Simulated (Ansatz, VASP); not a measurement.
Given: the input of a run of VASP 6.6.1 on GaSb.

INCAR

```
ALGO = Normal ; EDIFF = 1E-6
ENCUT = 520 ; GGA = PE
ISIF = 2 ; ISMEAR = 0
LASPH = True ; LCHARG = False
LREAL = False ; LWAVE = False
NBANDS = 16 ; NELM = 60
PREC = Accurate ; SIGMA = 0.027000000000000003
```

The input KPOINTS:

```
k-points
0
Gamma
  8 8 8
```

Contents of POSCAR:

```
GaSb
1.0
    0.0000000000      3.0590000000      3.0590000000
    3.0590000000      0.0000000000      3.0590000000
    3.0590000000      3.0590000000      0.0000000000
Sb Ga
1 1
Direct
    0.7500000000      0.7500000000      0.7500000000
    0.0000000000      0.0000000000      0.0000000000
```

Potentials or basis: VASP PAW PBE potentials, release 64 (Sb, Ga_d).

The run is started by

```sh
$ cat potpaw_PBE.64/Sb/POTCAR potpaw_PBE.64/Ga_d/POTCAR > POTCAR
$ mpirun -np 1 vasp_std > vasp.out
```

Q: Translate it to Ansatz 0.2.0. Potentials there: all-electron LAPW, scalar-relativistic.

A: As run (the cutoff follows the program's own potentials):

The input input.yaml:

```yaml
crystal:
  lattice:
    - [0.0, 3.059, 3.059]
    - [3.059, 0.0, 3.059]
    - [3.059, 3.059, 0.0]
  atoms:
    - { symbol: Sb, position: [0.75, 0.75, 0.75] }
    - { symbol: Ga, position: [0.0, 0.0, 0.0] }
kpoints:
  mp_grid: { grid: [8, 8, 8] }
scf:
  occupations: { method: gaussian, width: 0.027 }
hamiltonian:
  xc: pbe
  pseudopotentials: { kind: all_electron, lapw: { basis_error: 0.001 } }
output:
  forces: true
  stress: true
  eigenvalues: true
```

Potentials or basis: all-electron LAPW, scalar-relativistic.

Launch:

```sh
$ ansatz run input.yaml --threads 1 --pin off --max-ram 3072MiB --backend cpu --events-out ev --progress --plain --runs-dir out
```

Both were run:

|  | VASP | Ansatz | Ansatz less VASP |
| --- | --- | --- | --- |
| gap on the k mesh at the Fermi level (eV) | 0.04 | 0.04 | +0.003 |
| least direct gap on the mesh (eV) | 0.04 | 0.04 | +0.003 |
| pressure (GPa) | 2.4 | 2.3 | -0.07 |

Ansatz ran all-electron here, so the differences hold the error of VASP's frozen core and of both bases.

Caveats: spin-orbit coupling is left out, which moves the levels of the heavy elements.
